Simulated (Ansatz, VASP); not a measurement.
NbAs in VASP and in Ansatz

```
Nb As
1.0
     3.39998    0.00000    0.00000
    -1.69999    2.94447    0.00000
     0.00000    0.00000    8.36194
Nb As
2 2
Direct
  0.33333 0.66667 0.03663
  0.66667 0.33333 0.53663
  0.33333 0.66667 0.33937
  0.66667 0.33333 0.83937
```

Alike in both runs: functional PBE; k mesh 9 × 9 × 5; occupations fermi-dirac, width 0.08 eV; no spin polarisation.

Ansatz relaxed the structure, and its values are those at the end. VASP's run is a single point on that final structure, the one shown.

```csv
,VASP,Ansatz
version,VASP 6.6.1,Ansatz 0.2.0
potentials or method,"VASP PAW PBE potentials, release 64 (Nb_sv, As)","PAW with Ansatz's default frozen-core files, scalar-relativistic"
plane-wave cutoff (eV),520,420
valence electrons in the cell,36,56
```

|  | VASP | Ansatz | Ansatz less VASP |
| --- | --- | --- | --- |
| pressure (GPa) | 0.0 | 0.0 | -0.02 |
| rms of the force components (eV/Å) | 0.005 | 0.000 | -0.0044 |

With one functional, cell and mesh, what is left measures potentials, basis and numerics. The two sets of potentials don't hold the same shells in valence.
